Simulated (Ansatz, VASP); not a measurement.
# Two plane-wave programs on Pd

```
Pd
1.0
     2.66971    0.00000    0.00000
     0.00000    2.66971    0.00000
     0.00000    0.00000    2.66971
Pd
1
Direct
  0.00000 0.00000 0.00000
```

Alike in both runs: task single point; functional BLYP; k mesh 13 × 13 × 13; occupations fermi-dirac, width 0.1 eV; no spin polarisation.

|  | VASP | Ansatz |
| --- | --- | --- |
| version | VASP 6.6.1 | Ansatz 0.2.0 |
| potentials or method | VASP PAW PBE potentials, release 64 (Pd) | plane waves (420 eV) with PAW, scalar-relativistic |
| plane-wave cutoff (eV) | 520 | 420 |
| valence electrons in the cell | 10 | 18 |

Ansatz gave:

```
pressure (GPa) : -0.1
```

Estimate VASP's values.

pressure (GPa): 0.1.

The two sets of potentials don't hold the same shells in valence.

Caveats: the PAW data sets were made with another functional, which shifts forces and pressure a little (VASP).
